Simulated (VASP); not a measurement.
MnO:

```xyz
2
Lattice="0.0000 2.2220 2.2220 2.2220 0.0000 2.2220 2.2220 2.2220 0.0000" Properties=species:S:1:pos:R:3 pbc="T T T"
Mn    0.0000    0.0000    0.0000
O     2.2220    2.2220    2.2220
```

Base run:

```yaml
Program: VASP 6.6.1
Functional: r2SCAN
Potentials_or_basis: VASP PAW PBE potentials, release 64 (Mn_pv, O)
Cutoff: 520 eV
k_mesh: 7 × 7 × 7
Occupations: fermi-dirac, width 0.05 eV
Spin: collinear spin, ferromagnetic start
Starting_moments: "[4.0, 0.0] μB"
Hubbard_terms: Mn d U = 5 eV
```

Its results: band gap on the k mesh 1.16 eV, indirect (least direct gap 3.23 eV); pressure 4.3 GPa; net moment 5.00 μB per cell; site moments Mn +4.69; O +0.13 μB.

Q: The run is repeated on the same cell with these changes: hubbard terms from Mn d U = 5 eV to Mn d U = 6 eV. What comes out?

A: Band gap on the k mesh 1.33 eV, indirect (least direct gap 3.24 eV); pressure 4.8 GPa; net moment 5.00 μB per cell; site moments Mn +4.71; O +0.12 μB.

Caveats: the PAW data sets were made with another functional, which shifts forces and pressure a little; an odd mesh through Γ misses points on the zone boundary, where band edges often lie; a cell with one magnetic atom can't hold antiferromagnetic order, which such compounds often take.
